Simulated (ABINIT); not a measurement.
Pt:

```
CELL_PARAMETERS angstrom
0.00000 1.96090 1.96090
1.96090 0.00000 1.96090
1.96090 1.96090 0.00000
ATOMIC_POSITIONS crystal
Pt 0.00000 0.00000 0.00000
```

Base run:

* Program: ABINIT 10.8.3 (patched build)
* Functional: RPBE
* Potentials or basis: JTH PAW PBE v2.0
* Cutoff: 544 eV
* k mesh: 12 × 12 × 12
* Occupations: fermi-dirac, width 0.05 eV
* Spin: no spin polarisation

Its results: band gap on the k mesh none (metal or under the smearing width); pressure 14.9 GPa.

Question: After a change of settings the same cell gave: band gap on the k mesh none (metal or under the smearing width); pressure -2.9 GPa. Which change was it?
A. functional from RPBE to SOGGA
B. functional from RPBE to rPW86PBE; cutoff from 544 eV to 435 eV; fine-grid cutoff from 1088.46 eV to 870.764 eV
C. functional from RPBE to PBE; k mesh from 12 × 12 × 12 to 10 × 10 × 10
D. functional from RPBE to BLYP; cutoff from 544 eV to 435 eV; fine-grid cutoff from 1088.46 eV to 870.764 eV

Answer: A.

SOGGA binds more tightly than RPBE, so the same cell stands under less pressure.

Caveats: the PAW data sets were made with another functional, which shifts forces and pressure a little.

Not every run made on this cell is shown here.
